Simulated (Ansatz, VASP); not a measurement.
# Two plane-wave programs on PbI2

File INCAR:

```
PREC = Accurate
ENCUT = 520
EDIFF = 1E-7
ISMEAR = -1
SIGMA = 0.05
LREAL = False
LASPH = True
NELM = 80
ALGO = Normal
ISIF = 2
LWAVE = False
LCHARG = False
GGA = PS
NBANDS = 21
```

KPOINTS

```
Automatic mesh
0
Gamma
  7 7 4
```

Contents of POSCAR:

```
PbI2
1.0
    4.4620147252      0.0000000000      0.0000000000
   -2.2310073626      3.8642181040      0.0000000000
    0.0000000000      0.0000000000      6.8345722805
Pb I
1 2
Direct
    0.0000000000      0.0000000000      0.0000000000
    0.6666666667      0.3333333333      0.7350000000
    0.3333333333      0.6666666667      0.2650000000
```

Contents of input.yaml:

```yaml
crystal:
  lattice:
    - [4.4620147252, 0.0, 0.0]
    - [-2.2310073626, 3.864218104, 0.0]
    - [0.0, 0.0, 6.8345722805]
  atoms:
    - { symbol: Pb, position: [0.0, 0.0, 0.0] }
    - { symbol: I, position: [0.6666666667, 0.3333333333, 0.735] }
    - { symbol: I, position: [0.3333333333, 0.6666666667, 0.265] }
hamiltonian:
  xc: pbesol
  pseudopotentials: { kind: paw }
kpoints:
  mp_grid: { grid: [7, 7, 4] }
scf:
  occupations: { method: fermi_dirac, width: 0.05 }
output:
  forces: true
  stress: true
  eigenvalues: true
```

Change from the starting cell: volume scaled by 0.94.

Alike in both runs: task single point; functional PBEsol; k mesh 7 × 7 × 4; occupations fermi-dirac, width 0.05 eV; no spin polarisation.

|  | VASP | Ansatz |
| --- | --- | --- |
| version | VASP 6.6.1 | Ansatz 0.2.0 |
| potentials or method | VASP PAW PBE potentials, release 64 (Pb_d, I) | Ansatz PAW |
| plane-wave cutoff (eV) | 520 | 420 |
| valence electrons in the cell | 28 | 48 |

```csv
,VASP,Ansatz,Ansatz less VASP
gap on the k mesh at the Fermi level (eV),2.04,2.04,+0.002
least direct gap on the mesh (eV),2.04,2.04,+0.002
pressure (GPa),2.0,2.0,0.00
largest component of the traceless stress (GPa),0.10,0.10,-0.002
rms of the force components (eV/Å),0.164,0.162,-0.0015
```

Atom by atom the forces differ by 0.002 eV/Å (rms over components). The two sets of potentials don't hold the same shells in valence.

Caveats: spin-orbit coupling is left out, which as a rule narrows the gap of such compounds by several tenths of an eV; this functional lacks dispersion, which binds the layers, so the pressure and a relaxed spacing across them are unreliable; the PAW data sets were made with another functional, which shifts forces and pressure a little (VASP); an odd mesh through Γ misses points on the zone boundary, where band edges often lie (VASP); odd divisions of the mesh miss points on the zone boundary, where band edges often lie, so the gap on the mesh can be too wide (Ansatz); the PAW data sets come from PBE, with cores solved anew for the run's functional, which leaves a small shift of forces and pressure (Ansatz).
